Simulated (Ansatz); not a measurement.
# MgO: the cost of one run

Computed with Ansatz 0.2.0 (DFT PBE, scalar-relativistic, plane waves, PAW, unless a step's input says otherwise).

The COD entry's cell or inner coordinates are ideal or old and differ from later refinements, so a difference from it is no clean test against experiment.

## Step 1: The system as given

It takes space group Fm-3m (No. 225, cubic). The conventional cell has a = 4.217 Å, b = 4.217 Å, c = 4.217 Å, α = 90.00°, β = 90.00°, γ = 90.00°. Around Mg (site symmetry m-3m) lie 6 O at 2.11 Å. Around O (site symmetry m-3m) lie 6 Mg at 2.11 Å.

Structure file:

```
CELL_PARAMETERS angstrom
0.00000 6.32550 6.32550
6.32550 0.00000 6.32550
6.32550 6.32550 0.00000
ATOMIC_POSITIONS crystal
Mg 0.00000 0.00000 0.00000
Mg 0.00000 0.00000 0.33333
Mg 0.00000 0.00000 0.66667
Mg 0.00000 0.33333 0.00000
Mg 0.00000 0.33333 0.33333
Mg 0.00000 0.33333 0.66667
Mg 0.00000 0.66667 0.00000
Mg 0.00000 0.66667 0.33333
Mg 0.00000 0.66667 0.66667
Mg 0.33333 0.00000 0.00000
Mg 0.33333 0.00000 0.33333
Mg 0.33333 0.00000 0.66667
Mg 0.33333 0.33333 0.00000
Mg 0.33333 0.33333 0.33333
Mg 0.33333 0.33333 0.66667
Mg 0.33333 0.66667 0.00000
Mg 0.33333 0.66667 0.33333
Mg 0.33333 0.66667 0.66667
Mg 0.66667 0.00000 0.00000
Mg 0.66667 0.00000 0.33333
Mg 0.66667 0.00000 0.66667
Mg 0.66667 0.33333 0.00000
Mg 0.66667 0.33333 0.33333
Mg 0.66667 0.33333 0.66667
Mg 0.66667 0.66667 0.00000
Mg 0.66667 0.66667 0.33333
Mg 0.66667 0.66667 0.66667
O 0.16667 0.16667 0.16667
O 0.16667 0.16667 0.50000
O 0.16667 0.16667 0.83333
O 0.16667 0.50000 0.16667
O 0.16667 0.50000 0.50000
O 0.16667 0.50000 0.83333
O 0.16667 0.83333 0.16667
O 0.16667 0.83333 0.50000
O 0.16667 0.83333 0.83333
O 0.50000 0.16667 0.16667
O 0.50000 0.16667 0.50000
O 0.50000 0.16667 0.83333
O 0.50000 0.50000 0.16667
O 0.50000 0.50000 0.50000
O 0.50000 0.50000 0.83333
O 0.50000 0.83333 0.16667
O 0.50000 0.83333 0.50000
O 0.50000 0.83333 0.83333
O 0.83333 0.16667 0.16667
O 0.83333 0.16667 0.50000
O 0.83333 0.16667 0.83333
O 0.83333 0.50000 0.16667
O 0.83333 0.50000 0.50000
O 0.83333 0.50000 0.83333
O 0.83333 0.83333 0.16667
O 0.83333 0.83333 0.50000
O 0.83333 0.83333 0.83333
```

The runs take a perfect supercell of 54 atoms; the defect goes to fractional position (0.167, 0.167, 0.167).

## Step 2: The perfect supercell

Input file input.yaml:

```yaml
crystal:
  lattice:
    - [0.0, 6.3255, 6.3255]
    - [6.3255, 0.0, 6.3255]
    - [6.3255, 6.3255, 0.0]
  atoms:
    - { symbol: Mg, position: [0.0, 0.0, 0.0] }
    - { symbol: Mg, position: [0.0, 0.0, 0.333333] }
    - { symbol: Mg, position: [0.0, 0.0, 0.666667] }
    - { symbol: Mg, position: [0.0, 0.333333, 0.0] }
    - { symbol: Mg, position: [0.0, 0.333333, 0.333333] }
    - { symbol: Mg, position: [0.0, 0.333333, 0.666667] }
    - { symbol: Mg, position: [0.0, 0.666667, 0.0] }
    - { symbol: Mg, position: [0.0, 0.666667, 0.333333] }
    - { symbol: Mg, position: [0.0, 0.666667, 0.666667] }
    - { symbol: Mg, position: [0.333333, 0.0, 0.0] }
    - { symbol: Mg, position: [0.333333, 0.0, 0.333333] }
    - { symbol: Mg, position: [0.333333, 0.0, 0.666667] }
    - { symbol: Mg, position: [0.333333, 0.333333, 0.0] }
    - { symbol: Mg, position: [0.333333, 0.333333, 0.333333] }
    - { symbol: Mg, position: [0.333333, 0.333333, 0.666667] }
    - { symbol: Mg, position: [0.333333, 0.666667, 0.0] }
    - { symbol: Mg, position: [0.333333, 0.666667, 0.333333] }
    - { symbol: Mg, position: [0.333333, 0.666667, 0.666667] }
    - { symbol: Mg, position: [0.666667, 0.0, 0.0] }
    - { symbol: Mg, position: [0.666667, 0.0, 0.333333] }
    - { symbol: Mg, position: [0.666667, 0.0, 0.666667] }
    - { symbol: Mg, position: [0.666667, 0.333333, 0.0] }
    - { symbol: Mg, position: [0.666667, 0.333333, 0.333333] }
    - { symbol: Mg, position: [0.666667, 0.333333, 0.666667] }
    - { symbol: Mg, position: [0.666667, 0.666667, 0.0] }
    - { symbol: Mg, position: [0.666667, 0.666667, 0.333333] }
    - { symbol: Mg, position: [0.666667, 0.666667, 0.666667] }
    - { symbol: O, position: [0.166667, 0.166667, 0.166667] }
    - { symbol: O, position: [0.166667, 0.166667, 0.5] }
    - { symbol: O, position: [0.166667, 0.166667, 0.833333] }
    - { symbol: O, position: [0.166667, 0.5, 0.166667] }
    - { symbol: O, position: [0.166667, 0.5, 0.5] }
    - { symbol: O, position: [0.166667, 0.5, 0.833333] }
    - { symbol: O, position: [0.166667, 0.833333, 0.166667] }
    - { symbol: O, position: [0.166667, 0.833333, 0.5] }
    - { symbol: O, position: [0.166667, 0.833333, 0.833333] }
    - { symbol: O, position: [0.5, 0.166667, 0.166667] }
    - { symbol: O, position: [0.5, 0.166667, 0.5] }
    - { symbol: O, position: [0.5, 0.166667, 0.833333] }
    - { symbol: O, position: [0.5, 0.5, 0.166667] }
    - { symbol: O, position: [0.5, 0.5, 0.5] }
    - { symbol: O, position: [0.5, 0.5, 0.833333] }
    - { symbol: O, position: [0.5, 0.833333, 0.166667] }
    - { symbol: O, position: [0.5, 0.833333, 0.5] }
    - { symbol: O, position: [0.5, 0.833333, 0.833333] }
    - { symbol: O, position: [0.833333, 0.166667, 0.166667] }
    - { symbol: O, position: [0.833333, 0.166667, 0.5] }
    - { symbol: O, position: [0.833333, 0.166667, 0.833333] }
    - { symbol: O, position: [0.833333, 0.5, 0.166667] }
    - { symbol: O, position: [0.833333, 0.5, 0.5] }
    - { symbol: O, position: [0.833333, 0.5, 0.833333] }
    - { symbol: O, position: [0.833333, 0.833333, 0.166667] }
    - { symbol: O, position: [0.833333, 0.833333, 0.5] }
    - { symbol: O, position: [0.833333, 0.833333, 0.833333] }
basis:
  ecutwfc: 420
  fft_grid_basis: typed
kpoints:
  mp_grid: { grid: [2, 2, 2] }
hamiltonian:
  xc: pbe
  pseudopotentials: { kind: paw }
scf:
  occupations: { method: gaussian, width: 0.05 }
output:
  forces: true
  stress: false
  eigenvalues: true
  bader: false
  write_density: true
  volumetric_format: npy
```

Run with:

```bash
ansatz run input.yaml --threads 4 --pin off --max-ram 10240MiB --backend cpu --events-out ev --progress --plain --runs-dir out
```

Q: Estimate wall time and peak memory on 4 threads of Arm Neoverse N1, shared host.

About 10 s, with a peak of 1.8 GiB.
